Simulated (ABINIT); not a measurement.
## BP in ABINIT: the effect of potentials

BP:

```
CELL_PARAMETERS angstrom
0.00000 2.26900 2.26900
2.26900 0.00000 2.26900
2.26900 2.26900 0.00000
ATOMIC_POSITIONS crystal
P 0.75000 0.75000 0.75000
B 0.00000 0.00000 0.00000
```

Alike in all runs:

* Program: ABINIT 10.8.3 (patched build)
* Task: single point
* Functional: r2SCAN
* k mesh: 10 × 10 × 10
* Occupations: fermi-dirac, width 0.05 eV
* Spin: no spin polarisation

```tsv
potentials	cutoff	gap on the mesh (eV)	pressure (GPa)
Ansatz PAW PBE default generated set, frozen core	490 eV	1.42	-0.4
JTH PAW PBE v2.0	653 eV	1.45	-0.4
Ansatz NC r2SCAN	1415 eV	?	?
SG15 NC PBE v1.2	980 eV	1.41	-0.5
PseudoDojo NC SR PBE v0.4.1 standard	1252 eV	1.33	1.5
```

Task: What does the run with potentials Ansatz NC r2SCAN give?

Result: gap on the mesh 1.41 eV; pressure 0.2 GPa.

Caveats: the PAW data sets were made with another functional, which shifts forces and pressure a little (some runs); the potentials were made for another functional, which shifts forces and pressure (some runs); the atomic spheres overlap (some runs); a meta-GGA on potentials with a model core is unreliable (some runs).

A k mesh can miss the band edges.
